**Stretching and squashing bcc tantalum along a body diagonal**

Why does it cost so much more to squash a tantalum crystal along a body diagonal than to stretch it by the same factor, when the volume is held fixed both times? Halving the ratio of length to width costs about 9 eV per atom, while doubling it costs little more than 1 eV. Close to the body-centred cubic (bcc) shape the two directions differ far less, and a change of the ratio by 7 or 8 % costs about 30 meV either way. The large difference comes from which neighbours are pushed together, and from a second cubic shape that lies on the stretched side only.

Tantalum deformed along a body diagonal at fixed volume, starting from bcc with a = 3.303 Å (not relaxed at this level). Ansatz 0.2.0, plane-wave PAW, scalar-relativistic PBE without spin polarisation, cutoff 420 eV, k mesh 22×22×22, Gaussian smearing of 0.15 eV. Energies are free energies per atom relative to the starting cell; pressure is positive in compression.

```tsv
axial ratio (over its starting value)	energy change (meV/atom)	pressure (GPa)
0.5	9428.3	186.92
0.6	3476.4	73.83
0.71	1059.5	26.26
0.85	144.1	6.43
0.93	26.8	3.56
1	0.0	3.15
1.08	33.1	3.56
1.2	149.8	5.69
1.41	524.1	13.28
1.7	1086.8	21.75
2	1307.3	25.75
```

The axial ratio $r$ is the length along the diagonal divided by the width across it, set to 1 for bcc. The energy change $E$ is counted from that shape, and the pressure is the mean over all directions. Only row 1, the starting cell, is bcc. Row 2 is simple cubic, and the rows between and below these two have a single threefold axis.

**Two neighbours or six**

Each atom in bcc has eight nearest neighbours at 2.86 Å. Two of them lie on the chosen diagonal, one on each side, and the other six lie obliquely to it. At fixed volume a shorter axis means a wider crystal, so squashing drives the two axial neighbours inwards while the six oblique ones move away. Stretching does the reverse.

The two cases differ in how far the approach can go. The axial distance varies as $r^{2/3}$ and shrinks for as long as the squashing continues. An oblique distance $d$ has a part along the axis, which grows on stretching, and a part across it, which shrinks:

$$d = d_0\sqrt{\tfrac{1}{9}\,r^{4/3}+\tfrac{8}{9}\,r^{-2/3}},$$

where $d_0$ is the bcc distance. The growth of one and the shrinking of the other balance at $r=2$, where $d$ reaches its smallest value.

Rows 0.5 and 2 show what this means in practice. Halving the ratio shortens two contacts by 37 %, to 1.80 Å. Doubling it shortens six contacts by only 8 %, to 2.62 Å, and takes the other two neighbours out of reach. Repulsion between atoms rises steeply as they approach, so two severe contacts cost more than six mild ones. The distances are pure geometry; that repulsion turns them into the energy difference is an argument from theory, which the stresses can illustrate but not prove. Repulsion is not expected to be the whole cost on either side, because bonding to the receding neighbours weakens as well. Two neighbours recede on stretching and six on squashing.

**Where the crystal pushes back**

If close contacts carry the load, a squashed crystal should push mainly along the axis and a stretched one mainly across it, until simple cubic makes all directions equal again. The stress tensor of the same calculation shows this pattern. It is no independent test, because the difference between the two pressures is proportional to the slope of the energy along the path, and its sign follows from the energy rising away from bcc. In row 0.5 the pressure along the axis is about 610 GPa, while across it the crystal pulls inwards with 24 GPa. In row 1.41 the crystal pushes outwards across the axis with 27 GPa and pulls inwards along it with 14 GPa.

The mean pressure in the table hides these opposite signs, but it too rises on both sides of bcc. The crystal would therefore expand if it were allowed to, and the pressure driving it to do so grows with the distortion. Even the bcc cell is held slightly smaller than this functional prefers, at about 3 GPa. The energies thus belong to deformation at constant volume; at constant pressure the distorted shapes would lie lower.

**Why the stretched side levels off**

Simple cubic has four equivalent threefold axes. A shear stress that singled out one of them would break that equivalence, so it must vanish, and with it the slope of the energy along the path. The same reasoning applies to bcc. Symmetry therefore makes the curve flat at $r=1$ and again at $r=2$, whatever the metal.

The energies follow this. From 1.41 to 1.7 the crystal climbs by 563 meV, but from 1.7 to 2 by only 221 meV. Since the curve rises towards its flat point, simple cubic is most likely a maximum along this path rather than a second resting place. No row lies beyond it to confirm this. The vanishing forces on the atom are no evidence of stability, because symmetry imposes them in every row.

**An estimate from the stiffness of bcc**

It is convenient to use $x=\ln r$, for which halving and doubling are equal and opposite steps. Ordinary elasticity gives $E=Kx^2$, with a constant $K$ that measures the resistance to this shear. That curve is symmetric and doesn't know about simple cubic. Face-centred cubic lies further out on the same path, beyond the scan, and is left out here. The simplest slope that vanishes at bcc and at simple cubic is $2Kx(1-x/\ln 2)$, and adding it up from bcc gives

$$E = K\left[x^2-\frac{2x^3}{3\ln 2}\right].$$

The constant comes from the two rows nearest bcc, 0.93 and 1.08, whose values of $E/x^2$ average to 5.34 eV. This corresponds to a shear stiffness of about 71 GPa. For row 2, whose energy was not used, $x=\ln 2$ and the bracket reduces to one third of $x^2$:

$$E(2)=\frac{K(\ln 2)^2}{3}=\frac{5.34\times 0.480}{3}\ \text{eV}\approx 0.85\ \text{eV}.$$

The full calculation gives 1.31 eV, so the estimate is about a third too low. The plain elastic curve gives 2.57 eV, nearly twice the computed value. For row 0.5 the cubic term changes sign and adds to the cost, which makes squashing five times as expensive as stretching; the calculation makes it seven times.

The model thus gets the direction of the asymmetry right. Its factor of five follows from the form of the curve, whatever the stiffness, and it looks better than it is because both energies are too low. A flat point at 2 can explain why stretching stays cheap, but it doesn't determine the squashed side. There the model lacks the steep repulsion and falls short by more than half at 0.5. It is also no improvement everywhere: at 0.85, 0.93 and 1.08 the plain elastic curve lies closer to the computed energies. The printed output below compares both curves with every row.

**How far the extreme rows can be trusted**

In rows 0.5 and 0.6 the atoms are so close that the regions in which the method treats their cores may overlap. The energies there should be read as qualitative. The asymmetry doesn't depend on them, because rows 0.71 and 1.41 are almost exact inverses of each other and already cost 1060 and 524 meV. Squashing is twice as expensive at this stage. The shortest contact is then 2.28 Å, where some overlap can't be excluded but should matter far less than in the two extreme rows.

The height of simple cubic has a limit of another kind. Spin polarisation was not allowed and spin–orbit coupling is absent, and neither has been tested for the distorted shapes. The flat point at $r=2$ rests on symmetry and would remain unless magnetic order lowered that symmetry, but the value of 1.3 eV might shift.

**The irregular rows near bcc**

Close to bcc the asymmetry is reversed. Divided by $x^2$, the energy is 5.1 eV in row 0.93 and 5.6 eV in row 1.08, so a slight stretch meets more resistance than a slight squash. By row 1.2 the value has dropped to 4.5 eV. The smooth model instead demands a steady fall from the squashed to the stretched side.

The shear stresses also show row 1.08 as the stiffer of the two, so the reversal isn't a slip in a single energy. Correcting the energies for the smearing of the electron occupations leaves it in place. A possible cause is that the distortion moves d bands through the Fermi level, which would add small bumps to the elastic energy. That is a guess, since no band energies are at hand. The energies and stresses also share one k mesh, so a sampling error isn't excluded, and a finer mesh would test for it.

For another bcc metal on the same path, the contact distances scale in the same way and the flat points stay at 1 and 2. Its own shear stiffness sets the scale near bcc, and the repulsion between its atoms is expected to be the main influence on how steeply the squashed side rises. Symmetry guarantees these two flat points without excluding others, and how high simple cubic lies has to be calculated.

Printed output of the fit:

```
Contacts and directional pressure:
   row  two axial contacts A  six oblique contacts A  pressure along axis GPa  pressure across axis GPa  energy slope eV per unit ln ratio
   0.5                 1.802                   3.451                    609.6                    -24.44                             -47.54
   0.6                 2.035                   3.269                    266.4                    -22.46                             -21.66
  0.71                 2.277                   3.117                    107.4                    -14.32                             -9.127
  0.85                 2.567                   2.973                    24.94                    -2.823                             -2.081
  0.93                 2.725                   2.908                    9.764                     0.458                            -0.6977
   1.0                  2.86                    2.86                     3.15                      3.15                                  0
  1.08                 3.011                   2.814                   -3.684                     7.182                             0.8146
   1.2                  3.23                   2.757                   -7.564                     12.32                              1.491
  1.41                 3.597                   2.687                   -14.39                     27.11                              3.111
   1.7                 4.074                   2.636                    0.276                     32.49                              2.415
   2.0                 4.541                   2.622                    25.75                     25.75                                  0
Energy models in meV per atom:
   row  computed  elastic parabola  with stop at ratio 2  parabola miss %  stop model miss %
   0.5      9428              2565                  4275            -72.8             -54.66
   0.6      3476              1393                  2077           -59.93             -40.24
  0.71      1060             626.2                 832.5            -40.9             -21.43
  0.85     144.1               141                   163           -2.148              13.15
  0.93      26.8             28.12                 30.08            4.909              12.23
   1.0         0                 0                     0                0                  0
  1.08      33.1             31.62                 29.28            -4.47             -11.54
   1.2     149.8             177.5                 146.3            18.46             -2.309
  1.41     524.1             630.2                   422            20.25             -19.49
   1.7      1087              1503                   736            38.31             -32.28
   2.0      1307              2565                   855             96.2              -34.6
Trigonal shear stiffness near bcc in GPa: 71.21
Energy over squared ln ratio at 0.85 in meV: 5456
Energy over squared ln ratio at 0.93 in meV: 5089
Energy over squared ln ratio at 1.08 in meV: 5588
Energy over squared ln ratio at 1.2 in meV: 4506
Computed energy at 0.5 over that at 2: 7.212
Same ratio in the model with a stop at 2: 5
Shortening of the axial contacts at 0.5 in percent: 37
Shortening of the six oblique contacts at 2 in percent: 8.351
Energy rise from 1.41 to 1.7 in meV: 562.7
Energy rise from 1.7 to 2 in meV: 220.5
Energy at 2 from summing the stress along the path in eV: 1.237
```
